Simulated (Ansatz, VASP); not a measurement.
Two plane-wave programs on CaSe

```
Se Ca
1.0
     0.00000    2.95600    2.95600
     2.83776    0.00000    2.95600
     2.83776    2.95600    0.00000
Se Ca
1 1
Direct
  0.50000 0.50000 0.50000
  0.00000 0.00000 0.00000
```

Change from the starting cell: strain = -0.04.

Alike in both runs: task relaxation of the atoms; functional PBE; k mesh 8 × 8 × 8; occupations fermi-dirac, width 0.05 eV; no spin polarisation.

|  | VASP | Ansatz |
| --- | --- | --- |
| version | VASP 6.6.1 | Ansatz 0.2.0 |
| potentials or method | VASP PAW PBE potentials, release 64 (Se, Ca_sv) | Ansatz PAW |
| plane-wave cutoff (eV) | 520 | 420 |
| valence electrons in the cell | 16 | 26 |

Ansatz gave:

| Quantity | Value |
| --- | --- |
| gap on the k mesh at the Fermi level, each at its own relaxed structure (eV) | 1.89 |

Task: Estimate VASP's values.

Result: gap on the k mesh at the Fermi level, each at its own relaxed structure (eV): 1.87.

The two sets of potentials don't hold the same shells in valence.

Caveats: the relaxation stopped at its first step, so nothing moved. A k mesh can miss the band edges.
